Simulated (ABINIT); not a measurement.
# GaAs (F-43m) in ABINIT: convergence with tolvrs

Aim: find how far tolvrs must go before the results for GaAs settle, at LDA. This setting moves, with any that are tied to it; all else stays.

All numbers are computed with ABINIT 10.8.3 (patched build); they aren't measurements. Logs are shortened: lines on timing, memory, paths and dates and some standing lists are left out, and cuts for length are marked. The log counts tension as positive stress, the text compression.

## (1) The structure

Symmetry: F-43m, No. 216, cubic system. Conventional cell: a = 5.654 Å, b = 5.654 Å, c = 5.654 Å, α = 90.00°, β = 90.00°, γ = 90.00°. As (site symmetry -43m) is surrounded by 4 Ga at 2.45 Å. Ga (site symmetry -43m) has 4 As at 2.45 Å as nearest neighbours.

## (2) With tolvrs 0.01

run.abi reads:

```
# Pseudopotentials
pp_dirpath "./"
pseudos "As.LDA_PW-JTH.xml, Ga.LDA_PW-JTH.xml"

# Structure
acell 3.9977696088 3.9977696088 3.9977696088 Angstrom
rprim
     0.0000000000     0.7071067812     0.7071067812
     0.7071067812     0.0000000000     0.7071067812
     0.7071067812     0.7071067812     0.0000000000
ntypat 2
znucl 33 31
natom 2
typat 1 2
xred
     0.7500000000     0.7500000000     0.7500000000
     0.0000000000     0.0000000000     0.0000000000

# Plane-wave basis
ecut 17.0
pawecutdg 34.0

# k points
kptopt 1
ngkpt 8 8 8
nshiftk 1
shiftk 0.0 0.0 0.0

# Exchange and correlation
ixc 7

# Bands and occupations
nband 18
occopt 6
tsmear 0.00183747

# SCF cycle
nstep 100
tolvrs 0.01

# Output
iomode 3
prtwf 0
prtden 0
prteig 0
prtebands 0
```

Potentials or basis: JTH PAW LDA v2.0.

On the command line:

```bash
> abinit run.abi > log 2>&1
```

Wall time 11 s (1 thread of Arm Neoverse V1, shared host); peak memory 0.09 GiB.

The run converged. Its results:

```yaml
Free_energy: -5264.2519 eV
Pressure: -3.9 GPa
Band_gap_on_the_k_mesh: 0.28 eV, direct
Valence_electrons_inside_the_program's_atomic_spheres: As 12.74; Ga 11.10
```

## (3) With tolvrs 0.001

run.abi: that of step 2 with these lines changed.

```diff
@@ -38,3 +38,3 @@
 nstep 100
-tolvrs 0.01
+tolvrs 0.001
```

Potentials or basis: JTH PAW LDA v2.0.

On the command line:

```bash
> abinit run.abi > log 2>&1
```

Wall time 13 s (1 thread of Arm Neoverse V1, shared host); peak memory 0.09 GiB.

The run converged. Its results:

* Free energy: -5264.2519 eV
* Pressure: -3.7 GPa
* Band gap on the k mesh: 0.28 eV, direct
* Valence electrons inside the program's atomic spheres: As 12.74; Ga 11.09

## (4) With tolvrs 0.0001

run.abi: that of step 3 with these lines changed.

```diff
@@ -38,3 +38,3 @@
 nstep 100
-tolvrs 0.001
+tolvrs 0.0001
```

On the command line:

```bash
> abinit run.abi > log 2>&1
```

Run time: 14 s. Hardware: 1 thread of Arm Neoverse V1, shared host; peak memory 0.09 GiB.

The run converged. Its results:

```
Free energy                                           : -5264.2518 eV
Pressure                                              : -2.2 GPa
Band gap on the k mesh                                : 0.28 eV, direct
Valence electrons inside the program's atomic spheres : As 12.74; Ga 11.10
```

## (5) With tolvrs 1e-05

run.abi: that of step 4 with these lines changed.

```diff
@@ -38,3 +38,3 @@
 nstep 100
-tolvrs 0.0001
+tolvrs 1.0e-5
```

On the command line:

```bash
> abinit run.abi > log 2>&1
```

Wall time 15 s (1 thread of Arm Neoverse V1, shared host); peak memory 0.09 GiB.

The run converged. Its results:

- Free energy: -5264.2518 eV
- Pressure: -2.1 GPa
- Band gap on the k mesh: 0.28 eV, direct
- Valence electrons inside the program's atomic spheres: As 12.74; Ga 11.10

## (6) With tolvrs 1e-06

run.abi: that of step 5 with these lines changed.

```diff
@@ -38,3 +38,3 @@
 nstep 100
-tolvrs 1.0e-5
+tolvrs 1.0e-6
```

Potentials or basis: JTH PAW LDA v2.0.

On the command line:

```bash
> abinit run.abi > log 2>&1
```

It took 15 s on 1 thread of Arm Neoverse V1, shared host; peak memory 0.09 GiB.

Results (log left out):

```
Free energy                                           : -5264.2518 eV
Pressure                                              : -2.1 GPa
Band gap on the k mesh                                : 0.28 eV, direct
Valence electrons inside the program's atomic spheres : As 12.74; Ga 11.10
```

## (7) With tolvrs 1e-08

run.abi: that of step 6 with these lines changed.

```diff
@@ -38,3 +38,3 @@
 nstep 100
-tolvrs 1.0e-6
+tolvrs 1.0e-8
```

On the command line:

```bash
> abinit run.abi > log 2>&1
```

Wall time 18 s (1 thread of Arm Neoverse V1, shared host); peak memory 0.09 GiB.

Results (log left out):

```
Free energy                                           : -5264.2518 eV
Pressure                                              : -2.0 GPa
Band gap on the k mesh                                : 0.28 eV, direct
Valence electrons inside the program's atomic spheres : As 12.74; Ga 11.10
```

## (8) With tolvrs 1e-10

run.abi: that of step 7 with these lines changed.

```diff
@@ -38,3 +38,3 @@
 nstep 100
-tolvrs 1.0e-8
+tolvrs 1.0e-10
```

On the command line:

```bash
> abinit run.abi > log 2>&1
```

It took 21 s on 1 thread of Arm Neoverse V1, shared host; peak memory 0.09 GiB.

Results (log left out):

- Free energy: -5264.2518 eV
- Pressure: -2.0 GPa
- Band gap on the k mesh: 0.28 eV, direct
- Valence electrons inside the program's atomic spheres: As 12.74; Ga 11.10

## (9) With tolvrs 1e-13

run.abi: that of step 8 with these lines changed.

```diff
@@ -38,3 +38,3 @@
 nstep 100
-tolvrs 1.0e-10
+tolvrs 1.0e-13
```

Potentials or basis: JTH PAW LDA v2.0.

On the command line:

```bash
> abinit run.abi > log 2>&1
```

run.abo:

```text
.Version 10.8.3 of ABINIT
 Symmetries : space group F-4 3 m (#216); Bravais cF (face-center cubic)
================================================================================
 Values of the parameters that define the memory need of the present run
     intxc =       0    ionmov =       0      iscf =      17    lmnmax =      18
     lnmax =       6     mgfft =      30  mpssoang =       3    mqgrid =    3001
     natom =       2  nloc_mem =       2    nspden =       1   nspinor =       1
    nsppol =       1      nsym =      24    n1xccc =       1    ntypat =       2
    occopt =       6   xclevel =       1
       mpw =        1036          nfft =       27000          nkpt =          29
 PAW method is used; the additional fine FFT grid is defined by:
   mgfftf=        40    nfftf =     64000
================================================================================
================================================================================

--------------------------------------------------------------------------------
------------- Echo of variables that govern the present computation ------------
--------------------------------------------------------------------------------
 -outvars: echo values of preprocessed input variables --------
            acell      7.5546896751E+00  7.5546896751E+00  7.5546896751E+00 Bohr
              amu      7.49215900E+01  6.97230000E+01
             ecut      1.70000000E+01 Hartree
              ixc           7
         kptrlatt        8    0    0      0    8    0      0    0    8
          kptrlen      6.04375174E+01
            natom           2
            nband          18
            ngfft          30      30      30
          ngfftdg          40      40      40
             nkpt          29
            nstep         100
             nsym          24
           ntypat           2
           occopt           6
        pawecutdg      3.40000000E+01 Hartree
           prtden           0
        prtebands           0
           prteig           0
            prtwf           0
            rprim      0.0000000000E+00  7.0710678120E-01  7.0710678120E-01
                       7.0710678120E-01  0.0000000000E+00  7.0710678120E-01
                       7.0710678120E-01  7.0710678120E-01  0.0000000000E+00
          spgroup         216
           tolvrs      1.00000000E-13
           tsmear      1.83747000E-03 Hartree
            typat      1  2
           useylm           1
           xangst      4.2402750001E+00  4.2402750001E+00  4.2402750001E+00
                       0.0000000000E+00  0.0000000000E+00  0.0000000000E+00
            xcart      8.0129584487E+00  8.0129584487E+00  8.0129584487E+00
                       0.0000000000E+00  0.0000000000E+00  0.0000000000E+00
             xred      7.5000000000E-01  7.5000000000E-01  7.5000000000E-01
                       0.0000000000E+00  0.0000000000E+00  0.0000000000E+00
            znucl       33.00000   31.00000

================================================================================

 chkinp: Checking input parameters for consistency.

[... 124 lines left out ...]
       0.000000000000      0.000000000000      0.000000000000
 rms dE/dt=  7.4375E-31; max dE/dt=  1.0518E-30; dE/dt below (all hartree)
    1      -0.000000000000     -0.000000000000      0.000000000000
    2       0.000000000000      0.000000000000      0.000000000000

 cartesian coordinates (angstrom) at end:
    1      4.24027500008663     4.24027500008663     4.24027500008663
    2      0.00000000000000     0.00000000000000     0.00000000000000

 cartesian forces (hartree/bohr) at end:
    1     -0.00000000000000    -0.00000000000000     0.00000000000000
    2      0.00000000000000     0.00000000000000    -0.00000000000000
 frms,max,avg= 9.4256924E-32 1.4767222E-31   0.000E+00  0.000E+00  0.000E+00 h/b

 cartesian forces (eV/Angstrom) at end:
    1     -0.00000000000000    -0.00000000000000     0.00000000000000
    2      0.00000000000000     0.00000000000000    -0.00000000000000
 frms,max,avg= 4.8468859E-30 7.5936108E-30   0.000E+00  0.000E+00  0.000E+00 e/A
 length scales=  7.554689675109  7.554689675109  7.554689675109 bohr
              =  3.997769608800  3.997769608800  3.997769608800 angstroms
 Fermi (or HOMO) energy (hartree) =   0.16097   Average Vxc (hartree)=  -0.34112
 Eigenvalues (hartree) for nkpt=  29  k points:
 kpt#   1, nband= 18, wtk=  0.00195, kpt=  0.0000  0.0000  0.0000 (reduced coord)
  -1.13629   -1.13629   -1.13629   -1.13599   -1.13599   -0.38796   -0.38796   -0.38796
  -0.38512   -0.38512   -0.31047    0.15942    0.15942    0.15942    0.16963    0.29483
   0.29483    0.29483
      occupation numbers for kpt#   1
   2.00000    2.00000    2.00000    2.00000    2.00000    2.00000    2.00000    2.00000
   2.00000    2.00000    2.00000    2.00000    2.00000    2.00000   -0.00000    0.00000
   0.00000    0.00000
 prteigrs : prtvol=0 or 1, do not print more k-points.

--- !EnergyTerms
iteration_state     : {dtset: 1, }
comment             : Components of total free energy in Hartree
kinetic             :  8.96011087648068E+00
hartree             :  6.17694167282285E+01
xc                  : -3.77423922703712E+00
Ewald energy        : -9.91764168196967E+01
psp_core            :  4.06870875459167E+00
local_psp           : -1.64362291681030E+02
PAW spherical_terms : -9.42976265329750E-01
internal            : -1.93457687633793E+02
'-kT*entropy'       :  6.24227188455794E-07
total_energy        : -1.93457687009566E+02
total_energy_eV     : -5.26425184347139E+03
...

--- !EnergyTermsDC
iteration_state     : {dtset: 1, }
comment             : '"Double-counting" decomposition of free energy'
band_energy         : -1.55206172834577E+01
Ewald energy        : -9.91764168196967E+01
psp_core            :  4.06870875459167E+00
xc_dc               : -6.06955566115909E+01
PAW spherical_terms : -2.21338056849589E+01
internal            : -1.93457687645112E+02
'-kT*entropy'       :  6.24227188455794E-07
total_energy_dc     : -1.93457687020885E+02
total_energy_dc_eV  : -5.26425184377941E+03
...

--- !EnergyTermsWithPAWCore
iteration_state     : {dtset: 1, }
comment             : 'Components of total free energy, including PAW core contributions'
Total energy        : -4.19922805401313E+03
Total energy DC     : -4.19922805402445E+03
Total energy (eV)   : -1.14266816512710E+05
Total energy DC (eV): -1.14266816513018E+05
...

 Cartesian components of stress tensor (hartree/bohr^3)
  sigma(1 1)=  6.93347741E-05  sigma(3 2)=  0.00000000E+00
  sigma(2 2)=  6.93347741E-05  sigma(3 1)=  0.00000000E+00
  sigma(3 3)=  6.93347741E-05  sigma(2 1)=  0.00000000E+00

-Cartesian components of stress tensor (GPa)         [Pressure= -2.0399E+00 GPa]
- sigma(1 1)=  2.03989948E+00  sigma(3 2)=  0.00000000E+00
- sigma(2 2)=  2.03989948E+00  sigma(3 1)=  0.00000000E+00
- sigma(3 3)=  2.03989948E+00  sigma(2 1)=  0.00000000E+00

== END DATASET(S) ==============================================================
================================================================================

 -outvars: echo values of variables after computation  --------
            acell      7.5546896751E+00  7.5546896751E+00  7.5546896751E+00 Bohr
           etotal     -1.9345768702E+02
            fcart     -4.9224073123E-32 -4.9224073123E-32  1.4767221937E-31
                       4.9224073123E-32  4.9224073123E-32 -1.4767221937E-31
            rprim      0.0000000000E+00  7.0710678120E-01  7.0710678120E-01
                       7.0710678120E-01  0.0000000000E+00  7.0710678120E-01
                       7.0710678120E-01  7.0710678120E-01  0.0000000000E+00
           strten      6.9334774143E-05  6.9334774143E-05  6.9334774143E-05
                       0.0000000000E+00  0.0000000000E+00  0.0000000000E+00
           xangst      4.2402750001E+00  4.2402750001E+00  4.2402750001E+00
                       0.0000000000E+00  0.0000000000E+00  0.0000000000E+00
             xred      7.5000000000E-01  7.5000000000E-01  7.5000000000E-01
                       0.0000000000E+00  0.0000000000E+00  0.0000000000E+00
 Calculation completed.
```

Wall time 23 s (1 thread of Arm Neoverse V1, shared host); peak memory 0.09 GiB.

What came out:

| Quantity | Value |
| --- | --- |
| Free energy | -5264.2518 eV |
| Pressure | -2.0 GPa |
| Band gap on the k mesh | 0.28 eV, direct |
| Valence electrons inside the program's atomic spheres | As 12.74; Ga 11.10 |

## (10) Summary

| tolvrs | energy less the tightest run (meV/atom) | pressure (GPa) | SCF cycles | CPU time (s) | peak memory (GiB) |
| --- | --- | --- | --- | --- | --- |
| 0.01 | -0.01 | -3.92 | 5 | 11 | 0.09 |
| 0.001 | -0.01 | -3.71 | 6 | 13 | 0.09 |
| 0.0001 | 0.00 | -2.19 | 7 | 14 | 0.09 |
| 1e-05 | 0.00 | -2.07 | 8 | 15 | 0.09 |
| 1e-06 | 0.00 | -2.07 | 8 | 15 | 0.09 |
| 1e-08 | 0.00 | -2.04 | 10 | 18 | 0.09 |
| 1e-10 | 0.00 | -2.04 | 12 | 21 | 0.09 |
| 1e-13 | 0.00 | -2.04 | 14 | 23 | 0.09 |

Against the tightest run, the energy stays within 1 meV/atom from 0.01 on; the pressure stays within 0.1 GPa from 1e-05 on. The tightest run that finished is the yardstick and may itself not be fully converged.
